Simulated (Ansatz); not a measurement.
Na: where the heat goes in a short trajectory

The calculation used Ansatz 0.2.0, DFT PBE, scalar-relativistic, plane waves, PAW. The runs took a 420 eV cutoff, a shifted (0.5, 0.5, 0.5 steps) 2×2×2 mesh and Fermi–Dirac smearing (0.22 eV). The mesh is coarse. No spin polarisation.

18 atoms start on the lattice sites below (V = 748.7 Å³, 1.10 times the source cell's; static pressure -0.56 GPa, largest force component 0.00 eV/Å) with velocities drawn for 2600 K; Langevin thermostat aiming at the same temperature, at which the real crystal may have melted, fixed cell, 46 steps of 6 fs.

```
Na
1.0
    -5.83290    3.36763    6.35265
     0.00000   -6.73525    6.35265
     5.83290    3.36763    6.35265
Na
18
Direct
  0.52778 0.52778 0.19444
  0.86111 0.19444 0.19444
  0.19444 0.52778 0.52778
  0.19444 0.86111 0.19444
  0.52778 0.19444 0.52778
  0.86111 0.52778 0.86111
  0.86111 0.86111 0.52778
  0.19444 0.19444 0.86111
  0.52778 0.86111 0.86111
  0.47222 0.80556 0.47222
  0.80556 0.47222 0.47222
  0.13889 0.80556 0.80556
  0.13889 0.13889 0.47222
  0.47222 0.47222 0.80556
  0.80556 0.80556 0.13889
  0.80556 0.13889 0.80556
  0.13889 0.47222 0.13889
  0.47222 0.13889 0.13889
```

```
t (fs) T (K) kinetic energy (meV/atom) potential energy over the first frame (meV/atom) P with the kinetic part (GPa)
   0.0   2456                      317.4                                               0.0                           0.26
  18.0   2526                      326.6                                              24.3                           0.50
  36.0   1906                      246.3                                              95.1                           0.88
  54.0   1653                      213.7                                             186.4                           1.44
  72.0   1734                      224.1                                             230.0                           1.76
  90.0   1861                      240.6                                             198.0                           1.62
 108.0   2220                      287.0                                             173.4                           1.56
 126.0   1898                      245.4                                             205.7                           1.55
 144.0   1799                      232.5                                             253.5                           1.69
 162.0   1728                      223.4                                             269.4                           1.71
 180.0   1939                      250.7                                             260.2                           1.78
 198.0   2054                      265.5                                             278.0                           1.94
 216.0   1803                      233.0                                             285.2                           1.90
 234.0   1900                      245.6                                             253.8                           1.77
 252.0   2125                      274.7                                             234.9                           1.72
 270.0   2900                      374.9                                             239.8                           1.95
```

T counts 3N degrees of freedom. Means over every step of the second half, not only the rows shown: T = 2043 K, kinetic energy 264.0 meV/atom, potential energy 259.3 meV/atom, P = 1.81 GPa.

Task: Does the potential energy follow equipartition for harmonic vibrations?

Result: In a harmonic crystal each vibration holds as much potential as kinetic energy on average; T is counted on all 3N degrees of freedom here, and the thermostat also drives the centre of mass, which has no potential energy, so the share is (N − 1)/N of the kinetic energy, 249.4 meV/atom. The run has 259.3, a ratio of 1.04. That is near one, as for a crystal vibrating about its sites. The time step adds a little: a Verlet scheme lowers a mode's mean kinetic energy against its potential energy by the factor 1 − (ωΔt)²/4. So short a run gives a rough mean. T is still well under the temperature that the thermostat aims for. Electronic entropy is part of the potential energy at this smearing.

Task: Split the rise of pressure into the kinetic part and the rest. Can a thermal Grüneisen parameter be estimated?

Result: The program counts the kinetic part as N k_B T/V = 0.68 GPa. The pressure lies 2.37 GPa over the static one in all, so the forces add 1.69 GPa. For a harmonic mode with ω ∝ V^(−γ) and an amplitude that scales with the cell, the forces add (2γ − 2/3)U/V, which needs no equipartition; when U equals the kinetic energy K, this and the kinetic part 2K/(3V) sum to the Mie–Grüneisen γE_th/V. With U = N × 259.3 meV, γ = 1/3 + V ΔP_forces/(2U) = 1.18, for harmonic vibrations a mean over the modes weighted by their potential energy, for uniform scaling of the cell (in a layered or otherwise anisotropic crystal this differs from γ under hydrostatic pressure). Most solids fall between 1 and 3, and tetrahedral, framework and layered ones often lower; anharmonic motion and pressure swings in a cell of 18 atoms make this value uncertain by tenths or more.

Cost: 1 run of about 9.3 core-minutes (earlier runs that led there not counted), on Intel Xeon 6975P-C (Granite Rapids) (shared hosts).